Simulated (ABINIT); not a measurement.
Runs of ABINIT 10.8.3 (patched build) on TePb. It takes space group Pm-3m (No. 221, cubic). Conventional cell: a = 4.002 Å, b = 4.002 Å, c = 4.002 Å, α = 90.00°, β = 90.00°, γ = 90.00°. Around Pb (site symmetry m-3m) lie 8 Te at 3.47 Å. Te (site symmetry m-3m) is surrounded by 8 Pb at 3.47 Å. Measurements of this composition are mostly on another form, of space group No. 225.

| task | level | potentials or basis | spin | k mesh | cutoff (eV) | fine-grid cutoff | mesh quality | gap on the mesh (eV) | pressure (GPa) |
| --- | --- | --- | --- | --- | --- | --- | --- | --- | --- |
| single point | LDA | JTH PAW LDA v2.0 | off | 6 × 6 × 6 | 463 | 925.187 eV | not flagged | none | - |
| band structure | WC | JTH PAW PBE v2.0 | off | 7 × 7 × 7 | 599 | 1197.3 eV | not flagged | none | -2.6 |
| band structure | r2SCAN | JTH PAW PBE v2.0 | off | 7 × 7 × 7 | 707 | 1306.15 eV | not flagged | none | (a) |
| single point | r2SCAN | JTH PAW PBE v2.0 | off | 3 × 3 × 3 | 707 | 1306.15 eV | coarse | 1.00 | 0.0 |
| band structure | PW91 | JTH PAW PBE v2.0 | off | 7 × 7 × 7 | 599 | 1197.3 eV | not flagged | none | -0.1 |
| band structure | PW91 | JTH PAW PBE v2.0 | SOC, no magnetisation | 7 × 7 × 7 | 599 | 1197.3 eV | not flagged | none | (b) |
| band structure | LDA-PZ | JTH PAW LDA v2.0 | SOC, no magnetisation | 7 × 7 × 7 | 463 | 925.187 eV | not flagged | none | - |

Alike in all rows: cell as given; smearing fermi-dirac 0.05 eV.

Problem. Fill in the values left out.

Solution. (a) -0.4; (b) -0.2.

Caveats: some runs use coarse meshes; the PAW data sets were made with another functional, which shifts forces and pressure a little (some runs); spin-orbit coupling is left out, which moves the levels of the heavy elements (some runs); spin-orbit coupling is left out, which as a rule narrows the gap of such compounds by several tenths of an eV (some runs); an odd mesh through Γ misses points on the zone boundary, where band edges often lie (some runs).

A k mesh can miss the band edges, and rows without SOC leave out spin-orbit coupling on Pb, Te.

A gap of «none» marks a metal or a gap under the smearing width.

Runs at the PBE level aren't shown here.
